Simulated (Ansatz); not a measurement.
## Straining Sb

Theory: Ansatz, DFT PBE, scalar-relativistic, plane waves, PAW. (420 eV cutoff, 14×10×10 k-mesh, Gaussian smearing of 0.10 eV, no spin polarisation)

The relaxed crystal:

```xyz
2
Lattice="3.1105 0.0000 0.0000 0.0000 4.3964 0.0000 -0.0095 0.0000 4.3951" Properties=species:S:1:pos:R:3 pbc="T T T"
Sb   -0.0066    3.2973    3.2960
Sb    3.1075    1.0991    1.0991
```

Deformation: biaxial strain in the a-b plane, with the length and tilt of c and the atoms relaxed, all within the symmetry that the strain leaves. Energies are extrapolated to zero smearing.

| strain (%) | ΔE (meV/atom) | a (Å) | b (Å) | c (Å) |
| --- | --- | --- | --- | --- |
| -6.0 | 74.4 | 2.924 | 4.133 | 4.630 |
| -4.0 | 30.6 | 2.986 | 4.221 | 4.560 |
| -2.0 | 7.8 | 3.048 | 4.309 | 4.471 |
| +0.0 | 0.0 | 3.110 | 4.396 | 4.395 |
| +2.0 | 7.5 | 3.173 | 4.484 | 4.327 |
| +4.0 | 26.8 | 3.235 | 4.572 | 4.256 |
| +6.0 | 57.2 | 3.297 | 4.660 | 4.195 |

Question: What stiffness (1/V) d²E/dε² at zero strain does a cubic fit over all points give?

Answer: A cubic fit gives (1/V) d²E/dε² = 194 GPa at zero strain (twice the biaxial modulus).

Question: How does the free axis c answer a small strain?

Answer: Between the innermost points its strain is -0.82 times the applied one.

This simple cubic form isn't the element's structure at ambient conditions.